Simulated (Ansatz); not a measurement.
Runs of Ansatz 0.2.0 on AgCl. Symmetry: Pm-3m, No. 221, cubic system. The conventional cell has a = 3.434 Å, b = 3.434 Å, c = 3.434 Å, α = 90.00°, β = 90.00°, γ = 90.00°. Ag (site symmetry m-3m) is surrounded by 8 Cl at 2.97 Å. Around Cl (site symmetry m-3m) lie 8 Ag at 2.97 Å. Measurements of this composition are mostly on another form, of space group No. 225.

| task | level | spin | U | cell | k mesh | smearing | points for each segment of the path | hubbard projectors | double counting | gap on the mesh (eV) | pressure (GPa) |
| --- | --- | --- | --- | --- | --- | --- | --- | --- | --- | --- | --- |
| band structure | PBEsol | SOC, no magnetisation | - | as given | 6 × 6 × 6 | fermi-dirac 0.05 eV | 14 | - | - | 0.32 | -4.6 |
| density of states | RPBE+U | SOC, no magnetisation | Ag d U = 2.5 eV | as given | 6 × 6 × 6 | fermi-dirac 0.1 eV | - | ortho-atomic (the default) | fll (the default) | 0.97 | 3.7 |
| relaxation of cell and atoms | revPBE | off | - | relaxed | 8 × 8 × 8 | tetrahedron | - | - | - | (b) | 0.0 |
| single point | LDA | off | - | as given | 8 × 8 × 8 | gaussian 0.02 eV | - | - | - | 0.28 | (a) |

Alike in all rows: potentials or basis Ansatz PAW; cutoff (eV) 420.

Fill in the values left out.

(a) -7.6; (b) 0.69.

Caveats: the PAW data sets come from PBE, with cores solved anew for the run's functional, which leaves a small shift of forces and pressure; the plane-wave basis is chosen anew once the cell has moved, so the energies of steps on either side of that aren't comparable (some runs); with tetrahedron occupations forces and stress needn't match the slope of the energy (some runs).

A k mesh can miss the band edges, and rows without SOC leave out spin-orbit coupling on Ag.

Runs at the PBE level aren't shown here.
